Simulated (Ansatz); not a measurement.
An Ansatz input (plane waves, PAW) for FeS2 that has something wrong with it:

```yaml
crystal:
  lattice:
    - [4.4308514242, 0.0, 0.0]
    - [0.0, 5.3999198971, 0.0]
    - [0.0, 0.0, 3.3791477092]
  atoms:
    - { symbol: Fe, position: [0.0, 0.0, 0.0], spin: 4.0 }
    - { symbol: Fe, position: [0.5, 0.5, 0.5], spin: 4.0 }
    - { symbol: S, position: [0.2010327358, 0.377865097, 0.0] }
    - { symbol: S, position: [0.7989672642, 0.622134903, 0.0] }
    - { symbol: S, position: [0.7010327358, 0.122134903, 0.5] }
    - { symbol: S, position: [0.2989672642, 0.877865097, 0.5] }
basis:
  ecutwfc: 500
  ecutrho_ratio: 4
kpoints:
  mp_grid: { grid: [6, 4, 8] }
hamiltonian:
  xc: r2scan
  pseudopotentials: { kind: nc }
scf:
  occupations: { method: gaussian, width: 0.05 }
  max_iter: 60
output:
  forces: true
  stress: true
magnetization:
  spin_polarized: true
  spin_orbit: true
```

Launched as:
```sh
ansatz run input.yaml --threads 4 --pin off --max-ram 7168MiB --backend cpu --events-out ev --progress --plain --runs-dir out
```

Question: What is wrong with it?

Answer: Spin-orbit coupling on scalar files. Against the sound input: magnetization: {"spin_polarized": true} → {"spin_polarized": true, "spin_orbit": true}; hamiltonian.pseudopotentials: {"kind": "nc"} (the cap on iterations is only a precaution).

What the program printed:

```
Error: 2 input errors — fix all and re-run
  1. inconsistent input (magnetization.spin_orbit, magnetization.noncollinear): true requires noncollinear: true — spin–orbit coupling acts on 2-spinor wavefunctions; set both flags
  2. inconsistent input (magnetization.spin_orbit, hamiltonian.pseudopotentials.kind): true requires a fully-relativistic hamiltonian.pseudopotentials.kind (nc_fr or paw_fr), or kind: all_electron without datasets and azcp, which then solves Dirac's equation on LAPW. paw_fr resolves this project's PAW files (source: ansatz) by j as it reads them
```

The input was refused before any iteration. Cost: 0.02 s on 4 threads of Arm Neoverse V2, on a shared host, peak memory 0.031 GiB. The run before the change (r²SCAN, 500 eV, 6×4×8 mesh) gave:

```tsv
run	P (GPa)	gap on the mesh (eV)	cell moment (μB)	largest force component (eV/Å)
sound	0.0	1.45	0.00	0.006
```

The chain of runs began from a cell as deposited in COD, expanded in volume.

Of that run: Semilocal functionals underestimate band gaps, commonly by a third or more.
